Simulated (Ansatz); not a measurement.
## Is this Si structure stable?

The cell was found from a structure generator's guess, not taken from experiment.

These are results of DFT PBE, scalar-relativistic, plane waves, PAW (Ansatz 0.2.0), not measurements. The final run on the 12-atom cell used 420 eV, a Γ-centred 12×12×2 mesh, 0.02 eV smearing and no spin polarisation.

```xyz
12
Lattice="3.8619 0.0000 0.0000 -1.9310 3.3445 0.0000 0.0000 0.0000 18.9895" Properties=species:S:1:pos:R:3 pbc="T T T"
Si    0.0000    0.0000   15.4350
Si    0.0000    0.0000    5.9402
Si    0.0000    2.2297   18.5943
Si    1.9310    1.1148    9.0995
Si    0.0000    2.2297   12.2556
Si    1.9310    1.1148    2.7609
Si    0.0000    0.0000   13.0492
Si    0.0000    0.0000    3.5545
Si    0.0000    2.2297   16.2286
Si    1.9310    1.1148    6.7339
Si    0.0000    2.2297    9.8899
Si    1.9310    1.1148    0.3952
```

Energies count from the standard state of Si at the same level.

Q: These tests were run: random kick, then relaxation without symmetry; phonons on a 2×2×1 q mesh; elastic tensor. What do they show?

A:

```tsv
test	result
random kick, then relaxation without symmetry	returns
phonons on a 2×2×1 q mesh	no imaginary mode on the mesh
elastic tensor	least eigenvalue 54 GPa
```

It fails none of these tests. Whether a mixture of other phases lies lower isn't tested here.

The kick test ran on a coarse mesh. The run for the phonons used a 12×12×2 k mesh. The run for the elastic tensor used a 12×12×2 k mesh.
